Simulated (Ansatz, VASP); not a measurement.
# One calculation of Mg, two programs

```
Mg
1.0
     0.00000    3.43351    3.43351
     3.43351    0.00000    3.43351
     3.43351    3.43351    0.00000
Mg
2
Direct
  0.87500 0.87500 0.87500
  0.12500 0.12500 0.12500
```

Alike in both runs: functional PBE; k mesh 12 × 12 × 12; occupations fermi-dirac, width 0.1 eV; no spin polarisation.

Ansatz relaxed the structure, and its values are those at the end. VASP's run is a single point on that final structure, the one shown.

```csv
,VASP,Ansatz
version,VASP 6.6.1,Ansatz 0.2.0
potentials or method,"VASP PAW PBE potentials, release 64 (Mg)","PAW with Ansatz's default frozen-core files, scalar-relativistic"
plane-wave cutoff (eV),520,420
valence electrons in the cell,4,20
```

```tsv
	VASP	Ansatz	Ansatz less VASP
pressure (GPa)	0.0	0.0	+0.02
```

The functional is the same, so the differences come from potentials, cutoffs and numerics. The two sets of potentials don't hold the same shells in valence.
